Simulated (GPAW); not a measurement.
# C in GPAW: further runs

The runs below take C through single point, with vdW-DF-cx, BEEF-vdW, revPBE, WC.

Program: GPAW 26.7.0. These are calculated values, not measurements. Logs are shortened: lines on timing, memory, paths and dates and some standing lists are left out, and cuts for length are marked. The log counts tension as positive stress, the text compression.

## (1) The cell of the first run

The cell holds a slab with vacuum, 4 atoms: a = 2.456 Å, b = 2.456 Å, c = 23.524 Å, α = 90.00°, β = 90.00°, γ = 120.00°.

The slab is cut from a database's or a generator's crystal, which needn't be the stable form of the element.

## (2) Single point, vdW-DF-cx (the (0 0 1) slab of C, cut from the database cell, not relaxed)

Contents of run.py:

```python
import numpy as np
from ase.dft.bandgap import bandgap
from ase.io import read, write
from gpaw import GPAW, PW

atoms = read('C.xyz')
atoms.pbc = (True, True, False)

calc = GPAW(mode=PW(600),
            xc={'name': 'vdW-DF-cx', 'backend': 'libvdwxc'},
            kpts={'size': (12, 12, 1), 'gamma': True},
            occupations={'name': 'fermi-dirac', 'width': 0.05},
            nbands=18,
            convergence={'density': 1e-05, 'energy': 1e-05},
            maxiter=150,
            poissonsolver={'dipolelayer': 'xy'},
            txt='gpaw.txt')
atoms.calc = calc
energy = atoms.get_potential_energy()
forces = atoms.get_forces()
calc.write('gs.gpw')
write('result.traj', atoms)
print(f'Energy: {energy:.6f} eV')
print('Forces (eV/A):')
print(forces.round(4))
print('Fermi level:', round(calc.get_fermi_level(), 4), 'eV')
print(f'Gap: {bandgap(calc)[0]:.4f} eV, direct: {bandgap(calc, direct=True)[0]:.4f} eV')

v = calc.get_electrostatic_potential().mean(axis=(0, 1))
z = np.arange(len(v)) * atoms.cell[2, 2] / len(v)
ef = calc.get_fermi_level()
np.savetxt('planar.dat', np.c_[z, v], fmt='%.4f')
below, above = np.interp([1.5, atoms.cell[2, 2] - 1.5], z, v) - ef
print(f'Work functions: bottom {below:.4f} eV, top {above:.4f} eV')
print('Dipole moment:', *calc.get_dipole_moment().round(5), 'e A')
```

Contents of C.xyz:

```xyz
4
Lattice="2.4561701622 -0.0000000000 0.0000000000 -1.2280850811 2.1271057565 0.0000000000 0.0000000000 0.0000000000 23.5238033600" Properties=species:S:1:pos:R:3 pbc="T T T"
C      0.0000000000      1.4180704901      7.5000000000
C      1.2280850811      0.7090352663      7.5000000000
C      0.0000000000      1.4180704901     16.0238033600
C      1.2280850811      0.7090352663     16.0238033600
```

Potentials or basis: GPAW PAW data sets (gpaw-data 1.2.1), pw.

Run with:

```bash
$ OMP_NUM_THREADS=1 python run.py
```

gpaw.txt:

```text
__  _  _
 | _ |_)|_||  |
 |__||  | ||/\| - 26.7.0

Input parameters:
  mode=PW(ecut=600.0),
  convergence={'density': 1e-05, 'energy': 1e-05},
  kpts=MonkhorstPack(size=(12, 12, 1), gamma=True),
  maxiter=150,
  nbands=18,
  occupations=Occupations(name='fermi-dirac', width=0.05),
  poissonsolver=PoissonSolver(dipolelayer='xy'),
  xc=XC(name='vdW-DF-cx', backend='libvdwxc')

Diagonalizing LCAO Hamiltonian
Converting LCAO to pw mode

        C C

        C C

Atoms  # Å, Bohr magnetons
|   | symbol |        x |        y |         z |    initial magnetic moments |
|---|--------|----------|----------|-----------|-----------------------------|
| 0 |      C | 0.000000 | 1.418070 |  7.500000 | ( 0.0000,  0.0000,  0.0000) |
| 1 |      C | 1.228085 | 0.709035 |  7.500000 | ( 0.0000,  0.0000,  0.0000) |
| 2 |      C | 0.000000 | 1.418070 | 16.023803 | ( 0.0000,  0.0000,  0.0000) |
| 3 |      C | 1.228085 | 0.709035 | 16.023803 | ( 0.0000,  0.0000,  0.0000) |

Unit cell  # Å
| periodic |         x |         y |         z |   lengths |     angles |
|----------|-----------|-----------|-----------|-----------|------------|
|      yes |  2.456170 | -0.000000 |  0.000000 |  2.456170 |  90.000000 |
|      yes | -1.228085 |  2.127106 |  0.000000 |  2.456170 |  90.000000 |
|       no |  0.000000 |  0.000000 | 23.523803 | 23.523803 | 120.000000 |

Number of symmetries: 24
Symmetry operations  # r_c * U_cc + t_c -> r_c
|    | kind |            matrix            |
|----|------|------------------------------|
|  0 |  σ   |  1, 1, 0,  0,-1, 0,  0, 0, 1 |
|  1 |  C2  |  1, 1, 0,  0,-1, 0,  0, 0,-1 |
|  2 |  C6  |  1, 1, 0, -1, 0, 0,  0, 0, 1 |
|  3 |  S6  |  1, 1, 0, -1, 0, 0,  0, 0,-1 |
|  4 |  E   |  1, 0, 0,  0, 1, 0,  0, 0, 1 |
|  5 |  σ   |  1, 0, 0,  0, 1, 0,  0, 0,-1 |
|  6 |  σ   |  1, 0, 0, -1,-1, 0,  0, 0, 1 |
|  7 |  C2  |  1, 0, 0, -1,-1, 0,  0, 0,-1 |
|  8 |  σ   |  0, 1, 0,  1, 0, 0,  0, 0, 1 |
|  9 |  C2  |  0, 1, 0,  1, 0, 0,  0, 0,-1 |
| 10 |  C3  |  0, 1, 0, -1,-1, 0,  0, 0, 1 |
| 11 |  S3  |  0, 1, 0, -1,-1, 0,  0, 0,-1 |
| 12 |  C6  |  0,-1, 0,  1, 1, 0,  0, 0, 1 |
| 13 |  S6  |  0,-1, 0,  1, 1, 0,  0, 0,-1 |
| 14 |  σ   |  0,-1, 0, -1, 0, 0,  0, 0, 1 |
| 15 |  C2  |  0,-1, 0, -1, 0, 0,  0, 0,-1 |
| 16 |  σ   | -1, 0, 0,  1, 1, 0,  0, 0, 1 |
| 17 |  C2  | -1, 0, 0,  1, 1, 0,  0, 0,-1 |
| 18 |  C2  | -1, 0, 0,  0,-1, 0,  0, 0, 1 |
| 19 |  i   | -1, 0, 0,  0,-1, 0,  0, 0,-1 |
| 20 |  C3  | -1,-1, 0,  1, 0, 0,  0, 0, 1 |
| 21 |  S3  | -1,-1, 0,  1, 0, 0,  0, 0,-1 |
| 22 |  σ   | -1,-1, 0,  0, 1, 0,  0, 0, 1 |
| 23 |  C2  | -1,-1, 0,  0, 1, 0,  0, 0,-1 |

BZ-sampling:
  Number of BZ points: 144
  Number of IBZ points: 19

  Monkhorst-Pack size: [12, 12, 1]
  Monkhorst-Pack shift: [0.041666666666666664, 0.041666666666666664, 0.0]

K-points  # in reciprocal-cell coordinates
|     |                                coordinates |     weight |
|-----|--------------------------------------------|------------|
|   0 | ( -0.00000000,  -0.00000000,   0.00000000) | 0.00694444 |
|   1 | (  0.08333333,  -0.00000000,   0.00000000) | 0.04166667 |
|   2 | (  0.16666667,  -0.08333333,   0.00000000) | 0.04166667 |
|   3 | (  0.16666667,  -0.00000000,   0.00000000) | 0.04166667 |
|   4 | (  0.25000000,  -0.08333333,   0.00000000) | 0.08333333 |
|   5 | (  0.25000000,  -0.00000000,   0.00000000) | 0.04166667 |
|   6 | (  0.33333333,  -0.16666667,   0.00000000) | 0.04166667 |
|   7 | (  0.33333333,  -0.08333333,   0.00000000) | 0.08333333 |
|   8 | (  0.33333333,  -0.00000000,   0.00000000) | 0.04166667 |
|   9 | (  0.33333333,   0.33333333,   0.00000000) | 0.01388889 |
| ... |                                            |            |
|  18 | (  0.50000000,   0.50000000,   0.00000000) | 0.02083333 |

Plane wave coefficients: 4161
Cutoff: 600.0 eV

Spin-components: 1 (collinear spins)
Bands:           18
Projectors:      20
Spin-degeneracy: 2
Datatype:        complex128

Parallelization:
  kpt:    1
  domain: 1
  band:   1

Density:
  Valence electrons: 16.0
  Components: 1
  Grid points: [ 14  14 135]
  Charge: 0.0  # |e|

Potential:
  Grid points: [ 14  14 135]

species:
  C:
    name:    Carbon
    Z:       6.0
    valence: 4
    core:    2
    charge:  0.0  # [|e|]
    compensation charges:
      type: gauss
      rc: 0.20  # [Å]
      lmax: 2
    cutoffs:
      filter: 1.14  # [Å]
      core: 1.14  # [Å]
    projectors
    | kind |    occ | energy [eV] | rcut [Å] |
    |------|--------|-------------|----------|
    |   2s |  2.000 |     -13.751 |    0.635 |
    |   2p |  2.000 |      -5.284 |    0.635 |
    |    s |        |      13.461 |    0.635 |
    |    p |        |      21.927 |    0.635 |
    |    d |        |       0.000 |    0.635 |

    Using partial waves for C as LCAO basis

Reference energy: -4110.512462  # eV

eigensolver:
  PPCG
  Converge bands: occupied
  niter=2

density mixing:
  MSR1-Mixer
  Pratt-step length: 0.05
  Maximum mixing coefficient: 0.75
  Old densities: 10
  SVD Regularization: 0.005
  Good broyden scale: 1.0
  Trust region scale: 1.0
  Backstep threshold: 4.0
  History deletion threshold: 6.0
  Fourier metric: weight=20.0, sigma=0.015

occupation numbers:
  Fermi-Dirac:
    width: 0.0500  # eV

<gpaw.new.pw.poisson.DipoleLayerPWPoissonSolver object>
xc functional:
  name: vdW-DF-cx with libvdwxc
  Mode: serial
  Semilocal: GGA_X_LV_RPW86+LDA_C_PW with 2 nearest neighbor stencil
  Local blocksize: 28 x 28 x 270
  PAW datasets: PBE

convergence criteria:
[... 6 lines left out ...]
|iter     | |      energy | eigst |  dens |
|---------|-|-------------|-------|-------|
|iter:   1| |  -32.328785 | +0.66 |       |
|iter:   2| |  -32.121267 | -0.94 | -0.75 |
|iter:   3| |  -30.472040 | -0.83 | -0.78 |
|iter:   4| |  -30.425188 | -2.22 | -1.52 |
|iter:   5| |  -30.409192 | -2.74 | -1.78 |
|iter:   6| |  -30.407423 | -3.62 | -2.03 |
|iter:   7| |  -30.408517 | -3.99 | -2.29 |
|iter:   8| |  -30.408477 | -5.66 | -3.28 |
|iter:   9| |  -30.408398c| -6.66 | -3.79 |
|iter:  10| |  -30.408389c| -7.62c| -4.57 |
|iter:  11| |  -30.408390c| -8.00c| -5.16c|

Converged in 11 steps
Energy contributions relative to reference atoms: (reference = -4110.512462)

Energy contributions:
  Kinetic:          35.785780
  Coulomb:         -36.643029
  Zero:              0.055839
  External:          0.000000
  Xc:              -29.605054
  Entropy:          -0.003851
  Spinorbit:         0.000000
  ----------------------------
  Free energy:     -30.410315
  Extrapolated:    -30.408390

dipole moment: (0.000001, 0.000002, 0.000021)  # |e|*Ang

Fermi level: -1.289
Eigenvalues  # (at kpt = [-0.000, -0.000, 0.000])
| band index |      eig [eV] | occ [0-2] |
|------------|---------------|-----------|
|          0 |       -20.850 |     2.000 |
|          1 |       -20.850 |     2.000 |
|          2 |        -9.003 |     2.000 |
|          3 |        -9.002 |     2.000 |
|          4 |        -4.344 |     2.000 |
|          5 |        -4.344 |     2.000 |
[... 8 lines left out ...]
|         14 |         4.208 |     0.000 |
|         15 |         5.903 |     0.000 |
|        ... |               |           |
|         17 |         7.107 |     0.000 |

Gap: 0.000 eV
Transition (v -> c):
  (s=0, k=9, n=7, [0.33, 0.33, 0.00]) -> (s=0, k=9, n=8, [0.33, 0.33, 0.00])
No difference between direct/indirect transitions
vacuum-level: 3.018  # V
Workfunctions: 4.307, 4.307 eV (top, bottom)

Forces  # eV/Ang
|        x |       y |        z |
|----------|---------|----------|
| -0.00000 | 0.00000 |  0.00165 |  # C    0
|  0.00000 | 0.00000 |  0.00165 |  # C    1
| -0.00000 | 0.00000 | -0.00165 |  # C    2
|  0.00000 | 0.00000 | -0.00165 |  # C    3

# Writing to gs.gpw (mode='')
```

stdout:

```text
Energy: -30.408390 eV
Forces (eV/A):
[[-0.      0.      0.0017]
 [ 0.      0.      0.0017]
 [-0.      0.     -0.0017]
 [ 0.      0.     -0.0017]]
Fermi level: -1.2891 eV
Gap: 0.0001 eV, direct: 0.0001 eV
Work functions: bottom 4.3071 eV, top 4.3071 eV
Dipole moment: 0.0 0.0 2e-05 e A
```

planar.dat:

```text
0.0000 3.0180
0.0871 3.0180
0.1743 3.0180
0.2614 3.0180
0.3485 3.0180
0.4356 3.0180
[... 262 lines left out ...]
23.3496 3.0180
23.4367 3.0180
```

Run time: 27 s. Hardware: 1 thread of Arm Neoverse V1, shared host; peak memory 0.24 GiB.

What came out:

```yaml
Free_energy: -30.4103 eV
Band_gap_on_the_k_mesh: none (metal or under the smearing width)
Dipole_across_the_slab: 0.00 e·Å
Work_function_of_the_upper_face: 4.31 eV
Work_function_of_the_lower_face: 4.31 eV
```

Caveat: these data sets are soft for forces on short bonds; the PAW data sets were made with another functional, which shifts forces and pressure a little.

## (3) Single point, BEEF-vdW (the (0 0 1) slab of C, cut from the database cell, not relaxed)

Changes to run.py since step 2:

```diff
@@ -9,3 +9,3 @@
 calc = GPAW(mode=PW(600),
-            xc={'name': 'vdW-DF-cx', 'backend': 'libvdwxc'},
+            xc={'name': 'BEEF-vdW', 'backend': 'libvdwxc'},
             kpts={'size': (12, 12, 1), 'gamma': True},
```

C.xyz is that of step 2.

Potentials or basis: GPAW PAW data sets (gpaw-data 1.2.1), pw.

Run with:

```bash
$ OMP_NUM_THREADS=1 python run.py
```

gpaw.txt:

```text
__  _  _
 | _ |_)|_||  |
 |__||  | ||/\| - 26.7.0

Input parameters:
  mode=PW(ecut=600.0),
  convergence={'density': 1e-05, 'energy': 1e-05},
  kpts=MonkhorstPack(size=(12, 12, 1), gamma=True),
  maxiter=150,
  nbands=18,
  occupations=Occupations(name='fermi-dirac', width=0.05),
  poissonsolver=PoissonSolver(dipolelayer='xy'),
  xc=XC(name='BEEF-vdW', backend='libvdwxc')

Diagonalizing LCAO Hamiltonian
Converting LCAO to pw mode

        C C

        C C

Atoms  # Å, Bohr magnetons
|   | symbol |        x |        y |         z |    initial magnetic moments |
|---|--------|----------|----------|-----------|-----------------------------|
| 0 |      C | 0.000000 | 1.418070 |  7.500000 | ( 0.0000,  0.0000,  0.0000) |
| 1 |      C | 1.228085 | 0.709035 |  7.500000 | ( 0.0000,  0.0000,  0.0000) |
| 2 |      C | 0.000000 | 1.418070 | 16.023803 | ( 0.0000,  0.0000,  0.0000) |
| 3 |      C | 1.228085 | 0.709035 | 16.023803 | ( 0.0000,  0.0000,  0.0000) |

Unit cell  # Å
| periodic |         x |         y |         z |   lengths |     angles |
[... 159 lines left out ...]

Energy contributions:
  Kinetic:          39.486847
  Coulomb:         -39.629677
  Zero:              0.035644
  External:          0.000000
  Xc:              -67.558357
  Entropy:          -0.003851
  Spinorbit:         0.000000
  ----------------------------
  Free energy:     -67.669394
  Extrapolated:    -67.667469

dipole moment: (0.000001, 0.000002, 0.000021)  # |e|*Ang

Fermi level: -1.438
Eigenvalues  # (at kpt = [-0.000, -0.000, 0.000])
| band index |      eig [eV] | occ [0-2] |
|------------|---------------|-----------|
|          0 |       -21.161 |     2.000 |
|          1 |       -21.161 |     2.000 |
|          2 |        -9.105 |     2.000 |
|          3 |        -9.105 |     2.000 |
|          4 |        -4.601 |     2.000 |
|          5 |        -4.601 |     2.000 |
[... 8 lines left out ...]
|         14 |         5.721 |     0.000 |
|         15 |         6.923 |     0.000 |
|        ... |               |           |
|         17 |         6.964 |     0.000 |

Gap: 0.000 eV
Transition (v -> c):
  (s=0, k=9, n=7, [0.33, 0.33, 0.00]) -> (s=0, k=9, n=8, [0.33, 0.33, 0.00])
No difference between direct/indirect transitions
vacuum-level: 2.999  # V
Workfunctions: 4.437, 4.437 eV (top, bottom)

Forces  # eV/Ang
|       x |        y |        z |
|---------|----------|----------|
| 0.00000 | -0.00000 |  0.00055 |  # C    0
| 0.00000 |  0.00000 |  0.00055 |  # C    1
| 0.00000 | -0.00000 | -0.00055 |  # C    2
| 0.00000 |  0.00000 | -0.00055 |  # C    3

# Writing to gs.gpw (mode='')
```

planar.dat:

```text
0.0000 2.9987
0.0871 2.9987
0.1743 2.9987
0.2614 2.9987
0.3485 2.9987
0.4356 2.9987
[... 262 lines left out ...]
23.3496 2.9987
23.4367 2.9987
```

Run time: 27 s. Hardware: 1 thread of Arm Neoverse V1, shared host; peak memory 0.24 GiB.

Results:

```
Free energy                     : -67.6694 eV
Band gap on the k mesh          : none (metal or under the smearing width)
Dipole across the slab          : 0.00 e·Å
Work function of the upper face : 4.44 eV
Work function of the lower face : 4.44 eV
```

Caveat: these data sets are soft for forces on short bonds; the PAW data sets were made with another functional, which shifts forces and pressure a little.

## (4) Single point, revPBE (the (0 0 1) slab of C, cut from the database cell, not relaxed)

Changes to run.py since step 3:

```diff
@@ -9,3 +9,3 @@
 calc = GPAW(mode=PW(600),
-            xc={'name': 'BEEF-vdW', 'backend': 'libvdwxc'},
+            xc='revPBE',
             kpts={'size': (12, 12, 1), 'gamma': True},
```

C.xyz is that of step 3.

Potentials or basis: the program's PAW data sets (release 1.2.1) made for this functional, pw.

Run with:

```bash
$ OMP_NUM_THREADS=1 python run.py
```

It took 22 s on 1 thread of Arm Neoverse V1, shared host; peak memory 0.19 GiB.

The run converged. Its results:

- Free energy: -35.4734 eV
- Band gap on the k mesh: none (metal or under the smearing width)
- Dipole across the slab: 0.00 e·Å
- Work function of the upper face: 4.10 eV
- Work function of the lower face: 4.10 eV

Levels at points of the mesh, in eV from the Fermi level:
| k point | band 5 | band 6 | band 7 | band 8 | band 9 | band 10 | band 11 | band 12 |
| --- | --- | --- | --- | --- | --- | --- | --- | --- |
| (0.00, 0.00, 0.00) | -3.04 | -3.04 | -3.04 | -3.04 | 2.99 | 3.35 | 3.68 | 4.56 |
| (0.50, 0.50, 0.00) | -6.46 | -6.46 | -2.39 | -2.39 | 1.70 | 1.70 | 7.46 | 7.46 |

Caveat: these data sets are soft for forces on short bonds.

(Continued in part 2 of 2.)
